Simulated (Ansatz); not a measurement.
# A strain series on NaF (Fm-3m): isotropic on every length

NaF (from a published structure), relaxed with r2SCAN in Ansatz 0.2.0, then strained (isotropic on every length; changes of length per length, axes as in the cell below) with the atoms relaxed again within the symmetry that is left. The symmetry is Fm-3m (No. 225, cubic); conventional cell a = 4.594 Å, 12.12 Å³ an atom. Around Na lie 6 F at 2.30 Å; around F lie 6 Na at 2.30 Å. Computed at 0 K without zero-point motion; spin polarisation is off.

```
Na F
1.0
     0.00000    2.29724    2.29724
     2.29724    0.00000    2.29724
     2.29724    2.29724    0.00000
Na F
1 1
Direct
  0.00000 0.00000 0.00000
  0.50000 0.50000 0.50000
```

Gaps are the least over each mesh (PBE 10×10×10, r2SCAN 10×10×10, HSE06 6×6×6 when unstrained) and the special points, which keep their unstrained names; stress is the change from the unstrained cell, compression positive.

```
strain (%)  gap, PBE (eV)  gap, r2SCAN (eV)  gap, HSE06 (eV)  edges, HSE06  mean stress, r2SCAN (GPa)  energy rise, r2SCAN (meV/atom)
     -5.75          7.575             8.436            9.856             Γ                     +14.64                            76.2
       0.0          6.456             7.281            8.635             Γ                       0.00                             0.0
     +1.91          6.150             6.963            8.298             Γ                      -2.71                             6.3
     +4.86          5.726             6.525            7.829             Γ                      -5.56                            36.8
```

Q: Estimate the row for a strain of +2.62 %.

A:
```
strain (%)  gap, PBE (eV)  gap, r2SCAN (eV)  gap, HSE06 (eV)  edges, HSE06  mean stress, r2SCAN (GPa)  energy rise, r2SCAN (meV/atom)
     +2.62          6.043             6.853            8.179             Γ                      -3.52                            11.6
```

Between zero and the nearest strains the slope of the HSE06 gap against strain is -0.212 eV per percent for negative and -0.176 for positive strain.

The meshes of the hybrids are coarse, so their gaps aren't converged to the digits shown.
